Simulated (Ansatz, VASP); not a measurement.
## One calculation of CsPbCl3 (series), two programs

```
CELL_PARAMETERS angstrom
5.60500 0.00000 0.00000
0.00000 5.60500 0.00000
0.00000 0.00000 5.60500
ATOMIC_POSITIONS crystal
Cs 0.00000 0.00000 0.00000
Pb 0.50000 0.50000 0.50000
Cl 0.50000 0.50000 0.00000
Cl 0.00000 0.50000 0.50000
Cl 0.50000 0.00000 0.50000
```

Alike in both runs: task single point; functional PBE; k mesh 4 × 4 × 4; occupations gaussian, width 0.02 eV; no spin polarisation.

|  | VASP | Ansatz |
| --- | --- | --- |
| version | VASP 6.6.1 | Ansatz 0.2.0 |
| potentials or method | VASP PAW PBE potentials, release 64 (Cs_sv, Pb_d, Cl) | scalar-relativistic, plane waves, PAW |
| plane-wave cutoff (eV) | 520 | 520 |
| valence electrons in the cell | 44 | 44 |

|  | VASP | Ansatz | Ansatz less VASP |
| --- | --- | --- | --- |
| gap on the k mesh at the Fermi level (eV) | 1.94 | 1.93 | -0.010 |
| least direct gap on the mesh (eV) | 1.94 | 1.93 | -0.010 |
| pressure (GPa) | 1.8 | 1.9 | +0.05 |

Caveats: spin-orbit coupling is left out, which as a rule narrows the gap of such compounds by several tenths of an eV. A k mesh can miss the band edges.
